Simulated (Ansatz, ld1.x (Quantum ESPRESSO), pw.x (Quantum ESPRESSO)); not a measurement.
## Ag: one change to the TM potential, in the atom and in the sc crystal

ld1.x (Quantum ESPRESSO) 7.5 input, shortened:

```
&input
   title='Ag', zed=47., rel=1, dft='PBE', iswitch=3,
   config='[Kr] 4d10 5s0 5p0'
 /
 &inputp
   pseudotype=2, tm=.true., lloc=-1, rcloc=2.60,
   nlcc=.false.
 /
3
5S  1  0   0.00   0.00  2.00  2.00  0.0
5P  2  1   0.00   0.00  3.00  3.00  0.0
4D  3  2  10.00   0.00  1.60  1.60  0.0
 &test
   configts(1)='4d10 5s0 5p0'
 /
```

Change: local potential all-electron potential smoothed inside 1.44 bohr (lloc = -1).

Cutoffs, loose and tight: the cutoffs (Ry, on a coarse ladder) from which the occupation-weighted sum of valence levels, in a spherical-Bessel basis at the reference potential, stays within 10 and 1 mRy of its value at 400 Ry. They do not see the model core or the augmentation charge, which bear on the density cutoff. Test errors are all-electron minus pseudo excitation energies from the reference, over the configurations 4d10 5s1 5p0; 4d9 5s0 5p0; 4d8 5s0 5p0; 4d10 5s0.5 5p0; 4d9 5s2 5p0; 4d9 5s1 5p0; 4d7 5s0 5p0; variants that change the core or the reference have their own tests.

Crystal test: sc Ag in pw.x 7.5, no spin, 12³ k-points, Fermi–Dirac smearing 0.01 Ry, cutoffs set for each file from its atomic test. The reference is all-electron LAPW (Ansatz 0.2.0) with the same functional, mesh and smearing; V0 and B0 come from Birch–Murnaghan fits to the pressures at five volumes. Errors are pseudo minus all-electron; Δ is the rms difference of the E(V) curves that follow from these fits, minima aligned, over ±6 % about the mean V0. Mesh and smearing are coarse, so the numbers serve the comparison and aren't converged zero-temperature values; the lattice is a test structure that the element need not adopt.

All-electron: a0 = 2.752 Å (V0 = 20.84 Å³/atom), B0 = 66.2 GPa.

Question: Does the change bring the crystal closer to the all-electron result?

Answer: The mean pressure error goes from -1.59 to -45.16 GPa, so the change moves the solid further from the all-electron pressures.

```csv
quantity,base,changed
outcome (atom),generated,generated
"cutoff, loose (atom)",70 Ry,70 Ry
"cutoff, tight (atom)",100 Ry,100 Ry
bound ghosts (atom),none,"s, p"
largest test error (meV) (atom),-396 over the solved tests; 1 of 7 tests not solved or not reliable,-167 over the solved tests; 1 of 7 tests not solved or not reliable
cutoffs in pw.x (Ry),120/480,120/480
a0 (Å),2.730,–
a0 error (%),-0.79,–
B0 error (%),+7.7,–
Δ (meV/atom),7.4,–
mean pressure error (GPa),-1.59,-45.16
```

A dash: not determined, or the minimum lies outside the volumes sampled.

Base: The largest radius (3.00 bohr) exceeds half the bond length (2.60 bohr), so the spheres overlap, which is one possible source of error among others. This is a poor potential for the solid. Atomic configuration tests: 1 of 7 tests not solved or not reliable. Changed file: The largest radius (3.00 bohr) exceeds half the bond length (2.60 bohr), so the spheres overlap, which is one possible source of error among others. This is a poor potential for the solid. The pseudo pressure rises with volume over the whole range, a mechanical instability. Note: ghost states, extra bound levels that the all-electron valence spectrum of the same l lacks: s at -104.0 eV, p at -20.4 eV. A true bound ghost makes a file unfit for plane-wave use. Atomic configuration tests: 1 of 7 tests not solved or not reliable. The atomic cutoffs weigh occupied waves only.
